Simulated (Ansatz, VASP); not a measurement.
One calculation of Bi, two programs

Contents of INCAR:

```
SYSTEM = Bi
PREC = Accurate ; ENCUT = 600
EDIFF = 1E-7 ; ISMEAR = 0
SIGMA = 0.1 ; LREAL = .False.
LASPH = .True. ; NELM = 60
ALGO = Normal ; ISIF = 3
LWAVE = .False. ; LCHARG = .False.
GGA = PE ; IBRION = 2
NSW = 100 ; EDIFFG = -0.005
```

Contents of KPOINTS:

```
Automatic mesh
0
Gamma
  16 16 16
  0 0 0
```

The input POSCAR:

```
Bi
1.0
   -1.9814305318      1.9814305318      1.9814305318
    1.9814305318     -1.9814305318      1.9814305318
    1.9814305318      1.9814305318     -1.9814305318
Bi
1
Direct
    0.0000000000      0.0000000000      0.0000000000
```

Input for Ansatz:

```yaml
crystal:
  lattice:
    - [-1.9814305318, 1.9814305318, 1.9814305318]
    - [1.9814305318, -1.9814305318, 1.9814305318]
    - [1.9814305318, 1.9814305318, -1.9814305318]
  atoms:
    - { symbol: Bi, position: [0.0, 0.0, 0.0] }
basis:
  ecutwfc: 420
kpoints:
  mp_grid: { grid: [16, 16, 16] }
hamiltonian:
  xc: pbe
scf:
  occupations: { method: gaussian, width: 0.1 }
output:
  forces: true
  stress: true
  eigenvalues: true
  write_density: true
  write_potential: true
  elf: true
  volumetric_format: npy
relax:
  adjacent_minimum: "off"
  f_tol: 0.005
  max_steps: 80
  cell: { stress_tol: 0.05 }
```

This isn't the form of Bi at room conditions, which is rhombohedral.

Alike in both runs: task relaxation of cell and atoms; functional PBE; k mesh 16 × 16 × 16; occupations gaussian, width 0.1 eV; no spin polarisation.

```csv
,VASP,Ansatz
version,VASP 6.6.1,Ansatz 0.2.0
potentials or method,"VASP PAW PBE potentials, release 64 (Bi_d)","scalar-relativistic, plane waves, PAW"
plane-wave cutoff (eV),600,420
valence electrons in the cell,15,15
```

|  | VASP | Ansatz | Ansatz less VASP |
| --- | --- | --- | --- |
| gap on the k mesh at the Fermi level, each at its own relaxed structure (eV) | none | none | - |
| relaxed volume (Å³/atom) | 31.60 | 31.61 | +0.009 |
| relaxed cell length with the largest relative difference (Å) | 3.450 | 3.450 | +0.0003 |
| energy change over the relaxation (meV/atom) | -1 | -1 | 0.0 |

A gap of «none» marks a metal or a gap that the smearing closes.

Caveats: spin-orbit coupling is left out, which moves the levels of the heavy elements.
